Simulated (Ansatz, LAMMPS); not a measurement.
# Amorphous TiO2 at 3.44 g/cm^3 (84 atoms), relaxed: mesh and functional compared

Which bonds does the relaxation leave, and how do the Kohn-Sham gap, forces and pressure change with k-mesh and functional?

Calculated with Ansatz 0.2.0: Kohn-Sham DFT, PBE, PAW (set soft_2), plane waves; cutoff 420 eV, Γ point, fermi-dirac smearing of 0.025 eV.

**The cell**

Density at the start: 3.44 g/cm³. The cell holds 84 atoms: 28 Ti and 56 O. Cell: a = 10.255 Å, b = 10.255 Å, c = 10.255 Å, α = 90.0°, β = 90.0°, γ = 90.0°. 84 atoms (28 Ti, 56 O) placed at random at 3.44 g/cm³, melted at 5000 K for 10 ps at fixed volume with the Morse and Coulomb pair potential with partial charges (Pedone, Malavasi, Menziani, Cormack and Segre, J. Phys. Chem. B 110, 11780 (2006)). Quenched from 5000 K to 300 K at 50 K/ps and fixed volume, held 5 ps, then minimised at fixed cell.

The atoms were relaxed with PBE. The walk converged after 14 steps, with a largest force component of 0.0399 eV/Å; it began at an r.m.s. force component of 0.65 eV/Å. The energy fell by 46.4 meV an atom.

The input of the reference single point:

```yaml
crystal:
  lattice:
    - [10.2552, 0.0, 0.0]
    - [0.0, 10.2552, 0.0]
    - [0.0, 0.0, 10.2552]
  atoms:
    - { symbol: Ti, position: [0.26807, 0.25323, 0.19811] }
    - { symbol: Ti, position: [0.55899, 0.07118, 0.45672] }
    - { symbol: Ti, position: [0.1289, 0.71623, 0.20869] }
    - { symbol: Ti, position: [0.12668, 0.976, 0.86302] }
    [... 78 atom lines left out ...]
    - { symbol: O, position: [0.28952, 0.53025, 0.85389] }
    - { symbol: O, position: [0.22889, 0.31435, 0.03464] }
kpoints:
  mp_grid: { grid: [1, 1, 1] }
hamiltonian:
  xc: pbe
scf:
  occupations: { method: fermi_dirac, width: 0.025 }
output:
  forces: true
  stress: true
  populations: true
  dos:
    method: { smearing: { sigma: 0.08 } }
    de: 0.05
    projected: { site_lists: { O: [O], Ti: [Ti] } }
  eigenvalues: true
  write_density: true
  write_potential: true
  volumetric_format: npy
```

**Bonds after relaxation**

Bonds by pair of elements; cutoffs follow the first minimum of g(r), held within bounds set by covalent radii, and pairs that aren't listed don't count as bonded:

| pair A-B | cutoff (Å) | bonds | mean length (Å) | spread (Å) | shortest (Å) | B about A | A about B |
| --- | --- | --- | --- | --- | --- | --- | --- |
| O-Ti | 2.68 | 138 | 1.93 | 0.154 | 1.74 | 2.46 | 4.93 |

How many atoms have how many bonded neighbours:

| element | mean | 2 | 3 | 4 | 5 | 6 |
| --- | --- | --- | --- | --- | --- | --- |
| O | 2.46 | 31 | 24 | 1 | 0 | 0 |
| Ti | 4.93 | 0 | 0 | 9 | 12 | 7 |

**Levels of theory**

Single points at the relaxed geometry:

```
functional  k-mesh  Kohn-Sham gap (eV)  pressure (GPa)  r.m.s. force component (eV/Å)  SCF cycles     time
       PBE   1×1×1               2.769            1.39                          0.010          12     24 s
       PBE   2×2×2               2.737            1.40                          0.018          12  3.6 min
     HSE06   1×1×1               4.271           -4.68                          0.207          28  7.8 min
    r2SCAN   1×1×1               3.107           -2.64                          0.068          12     53 s
    PBEsol   1×1×1               2.744           -3.61                          0.075          13     25 s
```

The gap is that between the highest filled and lowest empty Kohn-Sham level on the run's k-points. Cutoffs: 420 eV for PBE, HSE06 and PBEsol; 500 eV for r2SCAN. Times come from shared hosts and are rough.

**Findings**

By these cutoffs 55 % of O atoms have 2 and 43 % of Ti atoms have 5 neighbours. The Kohn-Sham gap is 2.77 eV with PBE on the 1×1×1 mesh and 2.74 eV on 2×2×2. On the 1×1×1 mesh HSE06 changes the gap by +1.50 eV against PBE. Carrying that shift over to the 2×2×2 mesh gives 2.74 + 1.50 = 4.24 eV, an estimate that takes the shift to be alike at all k-points. On the reference's mesh the gap changes with r2SCAN by +0.34 eV and PBEsol by -0.02 eV. Against the reference the pressure changes with HSE06 by -6.1 GPa, r2SCAN by -4.0 GPa and PBEsol by -5.0 GPa; a negative change means a smaller volume than PBE would take. The denser mesh moves the energy by -0.2 meV/atom and the pressure by +0.01 GPa.

Limits: All single points share the geometry relaxed with PBE. The density was set when the cell was made, as one point of a scan, and needn't be that of the real material. One sample; tail or defect levels can set the gap of a disordered cell. The quench rate of 50 K/ps is many orders above laboratory rates, so the cell is likely richer in defects and strain than a real sample. The network of bonds at the start is that of the classical potential that made the cell, and needn't be the one that DFT or experiment would give. In some runs the program notes that it cut back its work space to fit the memory limit, the exchange threshold is loose for the stress and the SCF threshold is loose for the stress.

[Logs are printed without paths, hosts, clocks, repeated set-up lines and the standing remarks that a program may print on its own settings, such as how far it seeks lower states.]

[Hosts, paths, dates, database ids (printed as entryN), source tags and the programs' standing remarks are cut or masked in the printed files.]
